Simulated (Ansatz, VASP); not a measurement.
## ZnH2 in VASP and in Ansatz

```
CELL_PARAMETERS angstrom
2.67217 0.00000 0.00000
-1.33608 2.31417 0.00000
0.00000 0.00000 8.24825
ATOMIC_POSITIONS crystal
Zn 0.33333 0.66667 0.25000
Zn 0.66667 0.33333 0.75000
H 0.33333 0.66667 0.60537
H 0.66667 0.33333 0.10537
H 0.33333 0.66667 0.89463
H 0.66667 0.33333 0.39463
```

Change from the starting cell: species swapped into the ReB2 type (P6_3/mmc, No. 194).

Alike in both runs: task relaxation of cell and atoms; functional PBE; k mesh 18 × 18 × 6; occupations gaussian, width 0.1 eV; no spin polarisation.

|  | VASP | Ansatz |
| --- | --- | --- |
| version | VASP 6.6.1 | Ansatz 0.2.0 |
| potentials or method | VASP PAW PBE potentials, release 64 (Zn, H) | scalar-relativistic, plane waves, PAW |
| plane-wave cutoff (eV) | 600 | 420 |
| valence electrons in the cell | 28 | 28 |

VASP gave:

```
gap on the k mesh at the Fermi level, each at its own relaxed structure (eV) : none
relaxed volume (Å³/atom)                                                     : 8.50
relaxed cell length with the largest relative difference (Å)                 : 2.677
```

Question: Which values does Ansatz return?

Answer: gap on the k mesh at the Fermi level, each at its own relaxed structure (eV): none; relaxed volume (Å³/atom): 8.49; relaxed cell length with the largest relative difference (Å): 2.675.

A gap of «none» marks a metal or a gap that the smearing closes.
